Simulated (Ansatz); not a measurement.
## Bands of Zr

```yaml
crystal:
  lattice:
    - [-1.79085, 1.79085, 1.79085]
    - [1.79085, -1.79085, 1.79085]
    - [1.79085, 1.79085, -1.79085]
  atoms:
    - { symbol: Zr, position: [0.00000, 0.00000, 0.00000] }
```

Structure from Materials Project entry mp-41 (possibly hypothetical), not relaxed further.

All numbers below come from DFT, PBE, all-electron LAPW, Dirac equation with spin-orbit coupling (Ansatz 0.2.0).

Sampling and basis: a Γ-centred 13×13×13 k mesh, Fermi–Dirac smearing of 0.05 eV, basis error target 0.25 meV/atom, no spin polarisation.

Points in fractions of the reciprocal vectors of this cell: Γ (0, 0, 0), H (0.5, -0.5, 0.5), N (0, 0, 0.5), P (0.25, 0.25, 0.25). The path joins them by straight lines in the order Γ–H–N–Γ–P–H–P–N; legs that retrace an earlier one aren't tabulated. Energies are in eV from the Fermi level.

(1) Metal or insulator at this level of theory?

(2) Tabulate bands 26 to 31, counted from the lowest band of the run, along the path.

Results:

(1) No gap opens: metallic or semimetallic.

(2) 
| k (1/Å) | point | band 26 | band 27 | band 28 | band 29 | band 30 | band 31 |
| --- | --- | --- | --- | --- | --- | --- | --- |
| 0.00 | Γ | -5.39 | 1.09 | 1.09 | 1.09 | 1.09 | 1.17 |
| 0.35 |  | -4.72 | 1.01 | 1.01 | 1.06 | 1.06 | 1.44 |
| 0.70 |  | -3.09 | 0.63 | 0.63 | 1.13 | 1.13 | 1.21 |
| 1.05 |  | -1.77 | -1.09 | -1.09 | 1.96 | 1.96 | 2.07 |
| 1.40 |  | -2.21 | -2.13 | -2.13 | 3.69 | 3.69 | 3.83 |
| 1.75 | H | -2.60 | -2.60 | -2.60 | 5.67 | 5.67 | 5.67 |
| 2.00 |  | -2.40 | -2.35 | -2.35 | 4.12 | 4.12 | 4.28 |
| 2.25 |  | -1.96 | -1.62 | -1.62 | 2.21 | 2.21 | 2.50 |
| 2.50 |  | -1.98 | -0.50 | -0.50 | 0.65 | 0.65 | 2.00 |
| 2.75 |  | -2.54 | -0.35 | -0.35 | 0.81 | 0.81 | 2.91 |
| 2.99 | N | -2.82 | -0.70 | -0.70 | 1.63 | 1.63 | 3.62 |
| 3.24 |  | -2.83 | -0.56 | -0.56 | 1.00 | 1.00 | 3.61 |
| 3.49 |  | -3.19 | -0.17 | -0.17 | 0.37 | 0.37 | 3.34 |
| 3.74 |  | -4.16 | 0.38 | 0.38 | 0.63 | 0.63 | 2.42 |
| 3.99 |  | -5.05 | 0.89 | 0.89 | 1.03 | 1.03 | 1.46 |
| 4.24 | Γ | -5.39 | 1.09 | 1.09 | 1.09 | 1.09 | 1.17 |
| 4.54 |  | -4.89 | 0.82 | 0.82 | 0.84 | 0.84 | 1.71 |
| 4.84 |  | -3.60 | 0.07 | 0.07 | 0.07 | 0.07 | 3.43 |
| 5.15 |  | -1.99 | -0.59 | -0.59 | -0.55 | -0.55 | 3.87 |
| 5.45 |  | -0.81 | -0.72 | -0.72 | -0.63 | -0.63 | 4.26 |
| 5.75 | P | -0.64 | -0.50 | -0.50 | -0.50 | -0.50 | 4.43 |
| 6.06 |  | -1.25 | -0.37 | -0.37 | -0.27 | -0.27 | 4.22 |
| 6.36 |  | -1.14 | -0.60 | -0.60 | -0.52 | -0.52 | 3.90 |
| 6.67 |  | -1.42 | -1.38 | -1.38 | 0.40 | 0.40 | 4.12 |
| 6.97 |  | -2.26 | -2.25 | -2.25 | 3.16 | 3.16 | 4.96 |
| 7.27 | H | -2.60 | -2.60 | -2.60 | 5.67 | 5.67 | 5.67 |
| 8.79 | P | -0.64 | -0.50 | -0.50 | -0.50 | -0.50 | 4.43 |
| 8.97 |  | -0.85 | -0.74 | -0.74 | -0.17 | -0.17 | 4.33 |
| 9.14 |  | -1.48 | -0.83 | -0.83 | 0.33 | 0.33 | 4.11 |
| 9.32 |  | -2.16 | -0.80 | -0.80 | 0.90 | 0.90 | 3.87 |
| 9.49 |  | -2.65 | -0.73 | -0.73 | 1.41 | 1.41 | 3.69 |
| 9.67 | N | -2.82 | -0.70 | -0.70 | 1.63 | 1.63 | 3.62 |
